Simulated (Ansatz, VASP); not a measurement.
# One calculation of I, two programs

File INCAR:

```
SYSTEM = I
PREC     = Accurate       ! precision mode
ENCUT    = 520            ! plane-wave cutoff, eV
EDIFF    = 1E-6           ! SCF threshold, eV
ISMEAR   = 0              ! smearing method
SIGMA    = 0.1            ! smearing width, eV
LREAL    = .FALSE.        ! projectors in reciprocal space
LASPH    = .TRUE.         ! aspherical terms in the spheres
NELM     = 60             ! most SCF steps
ALGO     = Normal         ! electronic algorithm
ISIF     = 2              ! what is computed and relaxed
LWAVE    = .FALSE.        ! write WAVECAR
LCHARG   = .FALSE.        ! write CHGCAR
GGA      = CA             ! functional
NBANDS   = 10             ! bands
```

Contents of KPOINTS:

```
regular mesh
0
G
  6 6 6
  0 0 0
```

File POSCAR:

```
I
1.0
    0.0000000000      2.3656004428      3.9098401324
    2.1922454667      0.0000000000      3.9098401324
    2.1922454667      2.3656004428      0.0000000000
I
1
Direct
    0.0000000000      0.0000000000      0.0000000000
```

Input for Ansatz:

```yaml
crystal:
  lattice:
    - [0.0, 2.3656004428, 3.9098401324]
    - [2.1922454667, 0.0, 3.9098401324]
    - [2.1922454667, 2.3656004428, 0.0]
  atoms:
    - { symbol: I, position: [0.0, 0.0, 0.0] }
basis:
  ecutwfc: 420
kpoints:
  mp_grid: { grid: [6, 6, 6] }
hamiltonian:
  xc: lda
scf:
  occupations: { method: gaussian, width: 0.1 }
output:
  forces: true
  stress: true
  eigenvalues: true
```

Alike in both runs: task single point; functional LDA; k mesh 6 × 6 × 6; occupations gaussian, width 0.1 eV; no spin polarisation.

|  | VASP | Ansatz |
| --- | --- | --- |
| version | VASP 6.6.1 | Ansatz 0.2.0 |
| potentials or method | VASP PAW LDA potentials, release 64 (I) | scalar-relativistic, plane waves, PAW |
| plane-wave cutoff (eV) | 520 | 420 |
| valence electrons in the cell | 7 | 17 |

```tsv
	VASP	Ansatz	Ansatz less VASP
gap on the k mesh at the Fermi level (eV)	none	none	-
pressure (GPa)	-2.2	-2.2	-0.01
largest component of the traceless stress (GPa)	1.14	1.14	+0.001
```

A gap of «none» marks a metal or a gap that the smearing closes. The two sets of potentials don't hold the same shells in valence.

Caveats: an odd number of electrons without spin polarisation forces a metal; a magnetic or distorted state may lie lower. Spin-orbit coupling is left out, which matters for the levels of I.
